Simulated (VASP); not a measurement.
VASP 6.6.1, PBEsol single-point calculation, LiH (CsCl)

INCAR

```
GGA = PS
ISIF = 2
SIGMA = 0.01
NBANDS = 9
LCHARG = .FALSE.
ISMEAR = 0
LASPH = .TRUE.
NSW = 0
LWAVE = .FALSE.
NELM = 120
IBRION = -1
ENCUT = 520
PREC = Accurate
EDIFF = 1E-7
LREAL = .FALSE.
```

KPOINTS

```
KPOINTS created by Atomic Simulation Environment
0
Gamma
10 10 10
0 0 0
```

KPOINTS_OPT

```
special points
4
Reciprocal
0.0000000000 0.0000000000 0.0000000000 1
0.0000000000 0.5000000000 0.0000000000 1
0.5000000000 0.5000000000 0.0000000000 1
0.5000000000 0.5000000000 0.5000000000 1
```

POSCAR

```
Li H
 1.0000000000000000
     2.5016587116031355   -0.0000000000000000    0.0000000000000000
    -0.0000000000000000    2.5016587116031355    0.0000000000000000
     0.0000000000000000    0.0000000000000000    2.5016587116031355
 Li  H
   1   1
Cartesian
  0.0000000000000000  0.0000000000000000 -0.0000000000000000
  1.2508293558015677  1.2508293558015677  1.2508293558015677
```

VASP ran with the recommended PBE PAW datasets (4 valence electrons in the cell).

Command

```
mpirun -np 1 vasp_std
```

OSZICAR

```
N       E                     dE             d eps       ncg     rms          rms(c)
DAV:   1    -0.181714906782E+01   -0.18171E+01   -0.15677E+03  1072   0.404E+02
DAV:   2    -0.586146553836E+01   -0.40443E+01   -0.40216E+01  1397   0.532E+01
DAV:   3    -0.591117599149E+01   -0.49710E-01   -0.49684E-01  1196   0.491E+00
DAV:   4    -0.591135261657E+01   -0.17663E-03   -0.17660E-03  1306   0.257E-01
DAV:   5    -0.591135289955E+01   -0.28297E-06   -0.28299E-06  1192   0.107E-02    0.265E+00
DAV:   6    -0.573034455378E+01    0.18101E+00   -0.15733E-01  1168   0.116E+00    0.131E+00
DAV:   7    -0.566842835635E+01    0.61916E-01   -0.18808E-01  1182   0.143E+00    0.206E-01
DAV:   8    -0.566915011280E+01   -0.72176E-03   -0.36236E-03  1153   0.440E-01    0.354E-02
DAV:   9    -0.566911588680E+01    0.34226E-04   -0.13064E-04  1292   0.392E-02    0.710E-03
DAV:  10    -0.566911562849E+01    0.25831E-06   -0.34131E-06  1103   0.146E-02    0.239E-03
DAV:  11    -0.566911568215E+01   -0.53651E-07   -0.11116E-07  1193   0.258E-03
   1 F= -.56691157E+01 E0= -.56691157E+01  d E =-.830869E-58
       N       E                     dE             ncg
DAV:   1    -0.224117277375E+03   -0.10117E+04       72
DAV:   2    -0.237636929572E+03   -0.13520E+02      125
DAV:   3    -0.237907436632E+03   -0.27051E+00       78
DAV:   4    -0.237908140608E+03   -0.70398E-03      109
DAV:   5    -0.237908140981E+03   -0.37332E-06       86
DAV:   6    -0.237908140983E+03   -0.19655E-08       93
```

From OUTCAR

```
k-points           NKPTS =     56   k-points in BZ     NKDIM =     56   number of bands    NBANDS=      9

   NELECT =       4.0000    total number of electrons

   dimension x,y,z NGX =    20 NGY =   20 NGZ =   20
   dimension x,y,z NGXF=    40 NGYF=   40 NGZF=   40

  energy-cutoff  :      520.00
  volume of cell :       15.66
      direct lattice vectors                 reciprocal lattice vectors
     2.501658712  0.000000000  0.000000000     0.399734782  0.000000000  0.000000000
     0.000000000  2.501658712  0.000000000     0.000000000  0.399734782  0.000000000
     0.000000000  0.000000000  2.501658712     0.000000000  0.000000000  0.399734782

 k-points in reciprocal lattice and weights: KPOINTS created by Atomic Simulation Env
   0.00000000  0.00000000  0.00000000       0.001
   0.10000000  0.00000000  0.00000000       0.006
   0.20000000  0.00000000  0.00000000       0.006
   0.30000000  0.00000000  0.00000000       0.006
   0.40000000  0.00000000  0.00000000       0.006
   0.50000000  0.00000000  0.00000000       0.003
   0.10000000  0.10000000  0.00000000       0.012
   0.20000000  0.10000000  0.00000000       0.024
   ...

 E-fermi :   3.7881

 k-point     1 :       0.0000    0.0000    0.0000
  band No.  band energies     occupation
      1     -43.9014      2.00000
      2      -5.3247      2.00000
      3      15.4210      0.00000
      4      15.4210      0.00000
      5      15.4210      0.00000
      6      16.2188      0.00000
      7      18.4628      0.00000
      8      18.4628      0.00000
      9      35.1693      0.00000

 k-point     2 :       0.1000    0.0000    0.0000
  band No.  band energies     occupation
      1     -43.8960      2.00000
      2      -5.1727      2.00000
      3      12.6746      0.00000
      4      15.6463      0.00000
      5      15.6463      0.00000
      6      16.2961      0.00000
      7      18.7015      0.00000
      8      21.4606      0.00000
      9      33.6419      0.00000

 k-point     3 :       0.2000    0.0000    0.0000
  band No.  band energies     occupation
      1     -43.8816      2.00000
      2      -4.7349      2.00000
      3       9.4664      0.00000
      4      15.9479      0.00000
      5      16.3159      0.00000
      6      16.3159      0.00000
      7      19.4169      0.00000
      8      25.9980      0.00000
      9      30.5154      0.00000

 k-point     4 :       0.3000    0.0000    0.0000
  band No.  band energies     occupation
      1     -43.8639      2.00000
      2      -4.0798      2.00000
      3       6.7885      0.00000
      4      15.5039      0.00000
      5      17.4010      0.00000
      6      17.4010      0.00000
      7      20.6046      0.00000
      8      27.3449      0.00000
      9      27.3449      0.00000

 k-point     5 :       0.4000    0.0000    0.0000
  band No.  band energies     occupation
      1     -43.8496      2.00000
      2      -3.3930      2.00000
      3       4.8829      0.00000
      4      15.1491      0.00000
      5      18.7815      0.00000
      6      18.7815      0.00000
      7      22.2430      0.00000
      8      24.6520      0.00000
      9      24.6520      0.00000

 k-point     6 :       0.5000    0.0000    0.0000
  band No.  band energies     occupation
      1     -43.8441      2.00000
      2      -3.0657      2.00000
      3       4.1495      0.00000
      4      15.0152      0.00000
      5      19.7135      0.00000
      6      19.7135      0.00000
      7      23.2761      0.00000
      8      23.2761      0.00000
      9      23.8310      0.00000

 k-point     7 :       0.1000    0.1000    0.0000
  band No.  band energies     occupation
      1     -43.8906      2.00000
      2      -5.0177      2.00000
      3      12.4201      0.00000
      4      13.2564      0.00000
      5      15.8711      0.00000
      6      16.7143      0.00000
      7      20.7678      0.00000
      8      22.3864      0.00000
      9      31.9756      0.00000

 k-point     8 :       0.2000    0.1000    0.0000
  band No.  band energies     occupation
      1     -43.8764      2.00000
      2      -4.5696      2.00000
      3       9.5368      0.00000
      4      13.3530      0.00000
      5      16.5394      0.00000
      6      16.6627      0.00000
      7      21.8478      0.00000
      8      26.3410      0.00000
      9      28.9498      0.00000

 k-point     9 :       0.3000    0.1000    0.0000
  band No.  band energies     occupation
      1     -43.8589      2.00000
      2      -3.8975      2.00000
      3       6.8744      0.00000
      4      13.7647      0.00000
      5      16.8267      0.00000
      6      17.6209      0.00000
      7      22.8658      0.00000
      8      25.9024      0.00000
      9      27.5267      0.00000

 k-point    10 :       0.4000    0.1000    0.0000
  band No.  band energies     occupation
      1     -43.8448      2.00000
      2      -3.1880      2.00000
      3       4.9594      0.00000
      4      13.9579      0.00000
      5      17.5118      0.00000
      6      18.9941      0.00000
      7      22.8560      0.00000
      8      24.8734      0.00000
      9      24.9043      0.00000

 k-point    11 :       0.5000    0.1000    0.0000
  band No.  band energies     occupation
      1     -43.8393      2.00000
      2      -2.8474      2.00000
      3       4.2162      0.00000
      4      13.9831      0.00000
      5      18.1058      0.00000
      6      19.9154      0.00000
      7      21.8593      0.00000
      8      23.5150      0.00000
      9      25.8579      0.00000

 k-point    12 :       0.2000    0.2000    0.0000
  band No.  band energies     occupation
      1     -43.8626      2.00000
      2      -4.0906      2.00000
      3       9.1956      0.00000
      4      10.9312      0.00000
      5      16.4536      0.00000
      6      17.2020      0.00000
      7      24.2235      0.00000
      8      27.3263      0.00000
      9      28.2385      0.00000

 k-point    13 :       0.3000    0.2000    0.0000
  band No.  band energies     occupation
      1     -43.8457      2.00000
      2      -3.3652      2.00000
      3       7.0666      0.00000
      4      10.8877      0.00000
      5      16.1444      0.00000
      6      18.2723      0.00000
      7      23.4259      0.00000
      8      27.5940      0.00000
      9      27.9817      0.00000

 k-point    14 :       0.4000    0.2000    0.0000
  band No.  band energies     occupation
      1     -43.8318      2.00000
      2      -2.5850      2.00000
      3       5.1674      0.00000
      4      11.2964      0.00000
      5      15.9235      0.00000
      6      19.6197      0.00000
      7      22.1073      0.00000
      8      25.5229      0.00000
      9      28.4224      0.00000

 k-point    15 :       0.5000    0.2000    0.0000
  band No.  band energies     occupation
      1     -43.8267      2.00000
      2      -2.2008      2.00000
      3       4.3988      0.00000
      4      11.4805      0.00000
      5      15.8604      0.00000
      6      20.5045      0.00000
      7      21.5540      0.00000
      8      24.2312      0.00000
      9      28.8230      0.00000

 k-point    16 :       0.3000    0.3000    0.0000
  band No.  band energies     occupation
      1     -43.8292      2.00000
      2      -2.5464      2.00000
      3       6.8444      0.00000
      4       8.8066      0.00000
      5      15.2330      0.00000
      6      19.3167      0.00000
      7      22.6989      0.00000
      8      28.0291      0.00000
      9      29.5963      0.00000

 k-point    17 :       0.4000    0.3000    0.0000
  band No.  band energies     occupation
      1     -43.8159      2.00000
      2      -1.6345      2.00000
      3       5.4260      0.00000
      4       8.5506      0.00000
      5      14.4110      0.00000
      6      20.6057      0.00000
      7      22.3682      0.00000
      8      26.5127      0.00000
      9      29.0968      0.00000

 k-point    18 :       0.5000    0.3000    0.0000
  band No.  band energies     occupation
      1     -43.8109      2.00000
      2      -1.1628      2.00000
      3       4.6438      0.00000
      4       8.6463      0.00000
      5      14.0762      0.00000
      6      21.4120      0.00000
      7      22.2682      0.00000
      8      25.4221      0.00000
      9      29.0321      0.00000

 k-point    19 :       0.4000    0.4000    0.0000
  band No.  band energies     occupation
      1     -43.8030      2.00000
      2      -0.5142      2.00000
      3       5.4256      0.00000
      4       6.5313      0.00000
      5      13.3305      0.00000
      6      21.7656      0.00000
      7      23.0718      0.00000
      8      27.2959      0.00000
      9      28.4005      0.00000

 ...

  Total       -0.0547818     -0.0547818     -0.0547818      0.0000000      0.0000000     -0.0000000
  in kB       -5.6061289     -5.6061289     -5.6061289      0.0000000      0.0000000     -0.0000000
  external PRESSURE =      -5.6061289 kB  Pullay stress =       0.0000000 kB

 POSITION                                       TOTAL-FORCE (eV/Angst)
 -----------------------------------------------------------------------------------
      0.00000      0.00000      0.00000         0.000000      0.000000      0.000000
      1.25083      1.25083      1.25083         0.000000      0.000000      0.000000
 -----------------------------------------------------------------------------------
    total drift:                                0.000000      0.000000      0.000000

  FREE ENERGIE OF THE ION-ELECTRON SYSTEM (eV)
  ---------------------------------------------------
  free  energy   TOTEN  =        -5.6691156821 eV

  energy  without entropy=       -5.6691156821  energy(sigma->0) =       -5.66911568
```

| Item | Value |
| --- | --- |
| gap between bands v and c | 0.47 eV |
| least direct gap | 4.02 eV |
| pressure | -0.6 GPa |

Band v is the last that the valence electrons fill when counted band by band, and c is the next.

The run took about 4.3 s on one core of a shared host (Intel Xeon Platinum 8488C) and held 0.12 GiB at most.
